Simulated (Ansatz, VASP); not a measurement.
# I: VASP beside Ansatz

```
I
1.0
     2.31281   -1.33530    3.78397
     0.00000    2.67060    3.78397
    -2.31281   -1.33530    3.78397
I
2
Direct
  0.25000 0.25000 0.25000
  0.75000 0.75000 0.75000
```

Alike in both runs: functional PBE; k mesh 11 × 11 × 11; occupations fermi-dirac, width 0.1 eV; no spin polarisation.

Ansatz relaxed the structure, and its values are those at the end. VASP's run is a single point on that final structure, the one shown.

|  | VASP | Ansatz |
| --- | --- | --- |
| version | VASP 6.6.1 | Ansatz 0.2.0 |
| potentials or method | VASP PAW PBE potentials, release 64 (I) | PAW with Ansatz's default frozen-core files, scalar-relativistic |
| plane-wave cutoff (eV) | 520 | 420 |
| valence electrons in the cell | 14 | 34 |

```tsv
	VASP	Ansatz	Ansatz less VASP
pressure (GPa)	6.1	6.1	+0.02
```

The two sets of potentials don't hold the same shells in valence. Ansatz warned: «structure_snapped_to_symmetry».

The runs have no spin-orbit coupling, so splittings on I are missing.
